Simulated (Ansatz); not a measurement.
CdS (Hawleyite):

```
Cd S
1.0
     0.00000    2.91650    2.91650
     2.91650    0.00000    2.91650
     2.91650    2.91650    0.00000
Cd S
1 1
Direct
  0.00000 0.00000 0.00000
  0.75000 0.75000 0.75000
```

Base run:

- Program: Ansatz 0.2.0
- Functional: RPBE
- Potentials or basis: Ansatz PAW
- Cutoff: 420 eV (not typed: the program's choice for these potentials)
- k mesh: 8 × 8 × 8
- Occupations: fermi-dirac, width 0.05 eV
- Spin: no spin polarisation

Its results: band gap on the k mesh 1.33 eV, direct; pressure 5.1 GPa.

Question: After a change of settings the same cell gave: band gap on the k mesh 1.09 eV, direct; pressure 6.1 GPa. Which change was it?
A. functional from RPBE to B3LYP; k mesh from 8 × 8 × 8 to 4 × 4 × 4
B. functional from RPBE to revPBE
C. functional from RPBE to r2SCAN; cutoff from 420 eV (not typed: the program's choice for these potentials) to 500 eV (not typed: the program's choice for these potentials)
D. functional from RPBE to BLYP

Answer: D.

Caveats: the PAW data sets come from PBE, with cores solved anew for the run's functional, which leaves a small shift of forces and pressure.

Runs at the PBE level aren't shown here.
